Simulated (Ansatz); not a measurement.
# V (Im-3m) in Ansatz: a series of runs, part 2 of 2

Ansatz 0.2.0. Earlier steps stand in the parts before.

## (4) Single point, PBE, collinear spin, ferromagnetic start

File input.yaml:

```yaml
crystal:
  lattice:
    - [-1.51435, 1.51435, 1.51435]
    - [1.51435, -1.51435, 1.51435]
    - [1.51435, 1.51435, -1.51435]
  atoms:
    - { symbol: V, position: [0.0, 0.0, 0.0], spin: 2.0 }
hamiltonian:
  xc: pbe
  pseudopotentials: { kind: paw }
magnetization:
  spin_polarized: true
kpoints:
  mp_grid: { grid: [12, 12, 12] }
scf:
  occupations: { method: gaussian, width: 0.028 }
output:
  forces: true
  stress: true
  eigenvalues: true
```

Potentials or basis: Ansatz PAW.

The run is started by

```
> ansatz run input.yaml --threads 2 --pin off --max-ram 5632MiB --backend cpu --events-out ev --progress --plain --runs-dir out
```

Output:

```text
Warning: RAYON_NUM_THREADS=2 ignored (pool sized by the plan → 2); use --threads N
Engine: ansatz 0.2.0, x86_64-unknown-linux-gnu
Pseudopotentials: kind: paw
Pseudopotential: V, paw, valence charge 13, recommended cutoff 420 eV (normal), V.paw.azcp
Functional definition: PBE
  parameter kappa = 0.804
  parameter beta = 0.06672455060314922
  exchange = pbe_x(kappa = kappa, mu = beta*pi^2/3)
  correlation = pbe_c(beta = beta)
Crystal: 1 atoms, lattice volume = 13.891 Å³
Basis set: ecut = 420 eV, 249 PW (Γ), exchange–correlation on 36×36×36 points (8 copies of the dense FFT grid, shifted against one another)
Bands: 12, of which v1, the nominal top of the filled ones, is band 7 counted from 1 (6 counted from 0)
Symmetry: 48 space group operations
Space group: Im-3m (ITA 229), of the structure as read, at distance tolerance 2.4e-5 Å
Magnetic group: BNS 229.140 (UNI 1642), of the structure as read, at distance tolerance 2.4e-5 Å
k-points: 72 of 1728
Non-local potential: V, projectors of the file, l = 0: 3, l = 1: 2, l = 2: 3, l = 3: 1
PAW form: soft (Blöchl's): semilocal exchange-correlation on the pseudo side does not see the compensation charge
PAW one-centre angular grid: V, 590 points (default); XC on 64 Gauss nodes
Initial density: superposition of atomic densities (chi_scale 0.1, normalization cell)
[... 13 lines left out ...]
SCF iter   9: F=—  HF=-2912.396864 eV  |F-HF|=—  |Δ(HF+E_count)|=   9.38e-5  Δρ=2.98e-3 (↑2.98e-3 ↓2.70e-3)  dr2=1.46e-5  dr2_m=1.02e-3  M=0.101 μB ∫|m|=0.101 μB  β_m=0.96  ethr=1.24e-7  ⟨swp⟩=2.0  Hψ=2642  notcnv=0  defer=191
SCF iter  10: F=—  HF=-2912.396752 eV  |F-HF|=—  |Δ(HF+E_count)|=   1.12e-4  Δρ=1.33e-3 (↑1.33e-3 ↓1.22e-3)  dr2=2.09e-6  dr2_m=2.06e-4  M=0.112 μB ∫|m|=0.112 μB  β_m=0.98  ethr=1.12e-7  ⟨swp⟩=2.0  Hψ=2502  notcnv=0  defer=191
SCF iter  11: F=—  HF=-2912.396731 eV  |F-HF|=—  |Δ(HF+E_count)|=   2.12e-5  Δρ=1.34e-4 (↑1.34e-4 ↓1.00e-4)  dr2=1.63e-7  dr2_m=1.72e-6  M=0.122 μB ∫|m|=0.122 μB  β_m=0.99  ethr=1.61e-8  ⟨swp⟩=2.0  Hψ=2654  notcnv=0  defer=192
SCF iter  12: F=—  HF=-2912.396732 eV  |F-HF|=—  |Δ(HF+E_count)|=   7.35e-7  Δρ=1.19e-4 (↑1.19e-4 ↓1.05e-4)  dr2=2.71e-8  dr2_m=1.60e-6  M=0.123 μB ∫|m|=0.123 μB  β_m=0.99  ethr=1.26e-9  ⟨swp⟩=2.0  Hψ=2033  notcnv=0  defer=192
SCF iter  13: F=—  HF=-2912.396732 eV  |F-HF|=—  |Δ(HF+E_count)|=   9.20e-8  Δρ=1.02e-4 (↑1.02e-4 ↓8.27e-5)  dr2=6.58e-8  dr2_m=1.08e-6  M=0.123 μB ∫|m|=0.123 μB  β_m=1.00  ethr=2.08e-10  ⟨swp⟩=2.6  Hψ=2338  notcnv=0  defer=192
SCF iter  14: F=—  HF=-2912.396732 eV  |F-HF|=—  |Δ(HF+E_count)|=   1.24e-7  Δρ=3.21e-5 (↑3.21e-5 ↓2.88e-5)  dr2=2.08e-9  dr2_m=1.18e-7  M=0.123 μB ∫|m|=0.123 μB  β_m=1.00  ethr=2.08e-10  ⟨swp⟩=2.0  Hψ=2647  notcnv=0  defer=192
SCF iter  15: F=—  HF=-2912.396732 eV  |F-HF|=—  |Δ(HF+E_count)|=   1.06e-8  Δρ=5.44e-6 (↑4.96e-6 ↓5.44e-6)  dr2=5.91e-11  dr2_m=3.44e-9  M=0.122 μB ∫|m|=0.122 μB  β_m=1.00  ethr=1.60e-11  ⟨swp⟩=2.0  Hψ=2647  notcnv=0  defer=192
SCF iter  16: F=—  HF=-2912.396732 eV  |F-HF|=—  |Δ(HF+E_count)|=  1.89e-10  Δρ=5.33e-7 (↑5.33e-7 ↓2.70e-7)  dr2=4.65e-11  dr2_m=1.10e-11  M=0.122 μB ∫|m|=0.122 μB  β_m=0.94  ethr=1.00e-12  ⟨swp⟩=2.0  Hψ=2646  notcnv=0  defer=192
SCF iter  17: F=-2912.396732 eV  HF=-2912.396732 eV  |F-HF|=0.00e0  |Δ(HF+E_count)|=  1.23e-11  Δρ=8.83e-8 (↑4.66e-8 ↓8.83e-8)  dr2=5.32e-13  dr2_m=4.32e-13  M=0.122 μB ∫|m|=0.122 μB  ethr=1.00e-12  ⟨swp⟩=4.5  Hψ=6599  notcnv=0
SCF 1 converged in 17 iterations: F = -2912.396732 eV  dr2 = 5.32e-13
SCF converged after 17 iterations
Magnetization: 0.1223 μB (6.5611 up, 6.4389 down)
Absolute magnetization: 0.1223 μB (∫|ρ↑−ρ↓|, with the PAW one-centre terms)
Spin contamination: 0.0001 ħ² per cell (⟨S²⟩ above its minimum at these occupations)
Per-site moments (μB) at R_I (Å): [(0.10191303333774117, 1.081959095432296)]
Free energy (F): -2912.396732 eV
Harris-Foulkes:  -2912.396732 eV  (|F-HF|=0.00e0)
Internal energy: -2912.396038 eV  (E = F + TS)
E sigma→0 (E₀):  -2912.396385 eV
Entropy (-TS):   -0.000693 eV (-0.693 meV/atom)
Fermi energy:    15.913520 eV
--- Per-component energies (eV) ---
  E_band       = -152.296300
  E_kinetic    = 335.534505
  E_local      = -915.140909  (includes V_loc(G=0)·N_el)
  E_nonlocal   = -45.785631
  E_hartree    = 417.777122
  E_xc         = -130.238671
  E_vxc        = -165.087184  (∫ρ·V_xc dr)
  E_paw        = -1112.492908  (= ΣΔE_a)
  E_vpaw       = -197.371554  (= ΣTr[D̂ρ^β])
  E_aug_tail   = 0.000257  (compensation charges beyond the density's cutoff)
  E_ewald      = -1462.049804
  E_smearing   = -0.000693  (= −TS)
  E_closure    = 0.000000  (closes the sum)
  Σ components = -2912.396732   (vs F -2912.396732, Δ=0.00e0)
--- Forces (eV/Å), atoms counted from 1 ---
  atom   1  V     -0.00000000     0.00000000     0.00000000
  max |Σ_I F_I| component: 4.52e-32 eV/Å
--- Stress (GPa, compression-positive) ---
       -5.249190      -0.000000       0.000000
       -0.000000      -5.249190      -0.000000
       -0.000000      -0.000000      -5.249190
  P = ⅓ Tr σ = -5.2492 GPa (-52.492 kbar)
--- Band table (eV; the first three rows and the last of 144) ---
  k-point 0 ↑: bands = ["-47.8424", "-21.1870", "-21.1870", "-21.1870", "9.3899", "16.2875", "16.2875", "16.2875", "18.2543", "18.2543", "36.2097", "36.2097"]
  k-point 1 ↑: bands = ["-47.8309", "-21.2440", "-21.2046", "-21.1873", "9.6608", "16.1753", "16.2609", "16.4789", "18.1312", "18.2623", "35.6401", "36.1259"]
  k-point 2 ↑: bands = ["-47.7992", "-21.3981", "-21.2524", "-21.1883", "10.4230", "15.8804", "16.1177", "17.0260", "17.9366", "18.2940", "34.0232", "35.5063"]
  k-point 71 ↓: bands = ["-47.4484", "-21.6510", "-21.6510", "-21.6510", "13.1108", "13.1108", "19.5841", "19.5841", "19.5841", "25.9110", "25.9110", "25.9110"]
```

Wall time 3 s (2 threads of Intel Xeon at 2.70GHz, shared host); peak memory 0.32 GiB.

Results:

```yaml
Free_energy: -2912.3967 eV
Pressure: -5.2 GPa
Band_gap_on_the_k_mesh: none (metal or under the smearing width)
Net_moment: 0.12 μB per cell
Absolute_moment: 0.12 μB per cell
Site_moments: V +0.10 μB
```

Caveat: the starting moments weren't kept.

## (5) Single point, RPBE, collinear spin, ferromagnetic start

input.yaml: that of step 4 with these lines changed.

```diff
@@ -8,3 +8,3 @@
 hamiltonian:
-  xc: pbe
+  xc: rpbe
   pseudopotentials: { kind: paw }
@@ -15,3 +15,3 @@
 scf:
-  occupations: { method: gaussian, width: 0.028 }
+  occupations: { method: gaussian, width: 0.1 }
 output:
```

The run is started by

```
> ansatz run input.yaml --threads 2 --pin off --max-ram 5632MiB --backend cpu --events-out ev --progress --plain --runs-dir out
```

Wall time 2.6 s (2 threads of Intel Xeon at 2.70GHz, shared host); peak memory 0.32 GiB.

Results (log left out):

```yaml
Free_energy: -2916.8224 eV
Pressure: -1.2 GPa
Band_gap_on_the_k_mesh: none (metal or under the smearing width)
Net_moment: 0.00 μB per cell
Absolute_moment: 0.00 μB per cell
```

Levels at points of the mesh, in eV from the Fermi level:
Spin up:
```csv
k point,band 2,band 3,band 4,band 5,band 6,band 7,band 8,band 9,band 10,band 11
"(0.00, 0.00, 0.00)",-37.14,-37.14,-37.14,-6.53,0.42,0.42,0.42,2.36,2.36,20.27
"(0.00, 0.00, -0.50)",-37.95,-37.40,-37.15,-3.06,-1.06,1.51,2.36,2.71,3.97,9.80
"(-0.50, -0.50, -0.50)",-37.70,-37.70,-37.70,-2.84,-2.84,3.59,3.59,3.59,9.94,9.94
```
Spin down:
```csv
k point,band 3,band 4,band 5,band 6,band 7,band 8,band 9,band 10
"(0.00, 0.00, 0.00)",-37.14,-37.14,-6.53,0.42,0.42,0.42,2.36,2.36
"(0.00, 0.00, -0.50)",-37.40,-37.15,-3.06,-1.06,1.51,2.36,2.71,3.97
"(-0.50, -0.50, -0.50)",-37.70,-37.70,-2.84,-2.84,3.59,3.59,3.59,9.94
```

Caveat: the PAW data sets come from PBE, with cores solved anew for the run's functional, which leaves a small shift of forces and pressure; the starting moments weren't kept.

## (6) The runs side by side

| task | level | cell | smearing | gap on the mesh (eV) | pressure (GPa) | moment (μB) |
| --- | --- | --- | --- | --- | --- | --- |
| relaxation of cell and atoms | BLYP+D4 | relaxed | fermi-dirac 0.05 eV | none | 0.0 | 0.00 |
| single point | PBE | as given | gaussian 0.027 eV | none | -5.2 | 0.12 |
| single point | PBE | as given | gaussian 0.028 eV | none | -5.2 | 0.12 |
| single point | RPBE | as given | gaussian 0.1 eV | none | -1.2 | 0.00 |

Alike in all rows: potentials or basis Ansatz PAW; spin collinear, ferromagnetic start; k mesh 12 × 12 × 12; cutoff (eV) 420.

Every run on the cell as given and a fine mesh finds a metal. The pressure there spans -5.2 GPa (PBE) to -1.2 GPa (RPBE); a positive pressure means that this level wants a larger cell, a negative one a smaller.

Caveats: the starting moments weren't kept; the PAW data sets come from PBE, with cores solved anew for the run's functional, which leaves a small shift of forces and pressure (some runs); the plane-wave basis is chosen anew once the cell has moved, so the energies of steps on either side of that aren't comparable (some runs); pairwise dispersion overbinds metals, which lowers pressure and volume (some runs).

Total energies depend on the potentials used, so only differences within one code and one set of settings carry meaning.
